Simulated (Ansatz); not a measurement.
# P: the cost of one run

Method: DFT PBEsol, scalar-relativistic, plane waves, PAW, in Ansatz 0.2.0.

1 further run of the same task is left out (it didn't finish). Runs told in other sessions of the task aren't counted.

## 1. The starting structure

The structure is monoclinic, space group P2/m (No. 10). The conventional cell has a = 2.425 Å, b = 2.439 Å, c = 4.852 Å, α = 90.00°, β = 90.24°, γ = 90.00°. Around P (site symmetry m) lie 6 P at 2.42 to 2.44 Å.

Cell or atoms stand a little off a more symmetric structure (Pm-3m at a tolerance of 0.3 Å), so results at this geometry aren't those of that ideal crystal.

As a file:

```cif
data_structure
_symmetry_space_group_name_H-M 'P 1'
_symmetry_Int_Tables_number 1
_cell_length_a 2.4247
_cell_length_b 2.4385
_cell_length_c 4.8525
_cell_angle_alpha 90.000
_cell_angle_beta 90.240
_cell_angle_gamma 90.000
_cell_volume 28.69
loop_
_atom_site_label
_atom_site_type_symbol
_atom_site_fract_x
_atom_site_fract_y
_atom_site_fract_z
_atom_site_occupancy
P1 P 0.00000 0.00000 0.25057 1
P2 P 0.00000 0.00000 0.74943 1
```

Source of the structure: the Materials Project (structure only).

(A quick probe on a coarse mesh, which set the mesh and smearing, is not shown.)

## 3. Full relaxation

input.yaml reads:

```yaml
crystal:
  lattice:
    - [2.4246941115, 0.0, 0.0]
    - [0.0, 2.4385351442, 0.0]
    - [-0.0203144631, 0.0, 4.8524328982]
  atoms:
    - { symbol: P, position: [0.99999997, 0.0, 0.25057464] }
    - { symbol: P, position: [3.0e-08, 0.0, 0.74942536] }
basis:
  ecutwfc: 420
kpoints:
  mp_grid: { grid: [18, 18, 10] }
hamiltonian:
  xc: pbesol
scf:
  occupations: { method: gaussian, width: 0.1 }
output:
  forces: true
  stress: true
  eigenvalues: true
  write_density: true
  write_potential: true
  elf: true
  volumetric_format: npy
relax:
  adjacent_minimum: "off"
  f_tol: 0.005
  max_steps: 80
  cell: { stress_tol: 0.05 }
```

Launch:

```
ansatz run input.yaml --threads 2 --pin off --max-ram 5120MiB --backend cpu --events-out ev --progress --plain --runs-dir out
```

Q: Estimate wall time and peak memory on 2 threads of Intel Xeon Platinum 8488C (Sapphire Rapids), shared host.

About 37 s, with a peak of 0.63 GiB.
